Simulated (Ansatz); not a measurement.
## What spin–orbit coupling does to the bands of Lu

```yaml
crystal:
  lattice:
    - [3.20283, 0.00000, 0.00000]
    - [0.00000, 3.20283, 0.00000]
    - [0.00000, 0.00000, 3.20283]
  atoms:
    - { symbol: Lu, position: [0.00000, 0.00000, 0.00000] }
```

The cell was built from the sc type and relaxed in the same program, and has space group Pm-3m; it needn't be a known or the stable phase.

Levels of theory: DFT, PBE, all-electron LAPW, scalar-relativistic (Ansatz 0.2.0); DFT, PBE, all-electron LAPW, Dirac equation with spin-orbit coupling (Ansatz 0.2.0).

Settings: a Γ-centred 13×13×13 k mesh, Fermi–Dirac smearing of 0.03 eV, basis error target 0.25 meV/atom, no spin polarisation.

Levels between -6 and 3 eV, each run counted from its own valence-band top where it has a gap, else its Fermi level. Scalar levels are listed once for both spins; with the coupling every spinor state is counted. Levels near the edges of the range can cross them.

(1) At X (0.000, 0.500, 0.000) the scalar-relativistic levels are -5.49, -5.47, -5.42 (×2), -5.39, -5.36 (×2), -2.71, -0.40, 0.37. What are they with spin–orbit coupling?

Results:

(1) -4.68 (×2), -4.67 (×2), -4.65 (×2), -4.62 (×2), -2.70 (×2), -0.42 (×2), 0.37 (×2).
